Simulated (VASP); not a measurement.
# Settings for Ni: self-consistent run

Ni, Fm-3m (no. 225), 1 atom in the cell. R2SCAN; PAW potentials Ni (PBE set). VASP 6.6.1.

Wanted: energy within 0.2 meV/atom; Fermi level within 0.005 eV.

What the run is for: comparing ways to start; Accuracy asked: tight.

POSCAR:
```
Ni
1.0
    0.0000000000      1.7375729330      1.7375729330
    1.7375729330      0.0000000000      1.7375729330
    1.7375729330      1.7375729330      0.0000000000
Ni
1
Direct
    0.0000000000      0.0000000000      0.0000000000
```

## How the run starts (with a second run first, the time holds both)

| How the run starts (with a second run first, the time holds both) | Energy less reference (meV/atom) | Fermi level (eV) | Time (s) |
|---|---|---|---|
| from scratch: 15 SCF iterations | 0.00 | 9.8634 | 77 |
| PBE orbitals (WAVECAR): 11 + 10 SCF iterations | 0.00 | 9.8634 | 69 |
| PBE density (CHGCAR): 11 + 17 SCF iterations | 0.00 | 9.8632 | 96 |
| loose PBE orbitals: 10 + 10 SCF iterations | 0.00 | 9.8634 | 66 |

Chosen: loose PBE orbitals: 10 + 10 SCF iterations; it saves 11.0 s of 77, so from scratch: 15 SCF iterations would do nearly as well.

## All choices together

| Input | Energy less reference (meV/atom) | Fermi level (eV) | Time (s) |
|---|---|---|---|
| chosen settings | 0.00 | 9.8634 | 66 |
| reference settings throughout | 0.00 | 9.8634 | 77 |

The tolerance is met.

## The input

INCAR.step1:
```
ISPIN = 2
MAGMOM = 1
LORBIT = 11
ISMEAR = 1
SIGMA = 0.1
LWAVE = T
LCHARG = T
ISIF = 2
PREC = Accurate
LASPH = T
LREAL = F
ALGO = Normal
EDIFF = 0.001
NELM = 200
GGA_COMPAT = F
ENCUT = 440
LMAXMIX = 4
GGA = PE
```

INCAR.step2, as INCAR.step1 but for:
```
- LWAVE = T
- LCHARG = T
- EDIFF = 0.001
- GGA = PE
+ METAGGA = R2SCAN
+ LWAVE = F
+ LCHARG = F
+ EDIFF = 1E-6
+ LMIXTAU = T
+ ISTART = 1
```

KPOINTS:
```
k-points
0
Gamma
  16 16 16
```

Commands (each step's output is kept before the next begins):
```
cat potpaw_PBE.64/Ni/POTCAR > POTCAR
cp INCAR.step1 INCAR
mpirun -np 1 vasp_std > vasp.out
cp INCAR.step2 INCAR
mpirun -np 1 vasp_std > vasp.out
```

The chosen input took VASP 6.6.1 66 s on 1 core (AMD EPYC 9R45 (Zen 5)), a shared host.
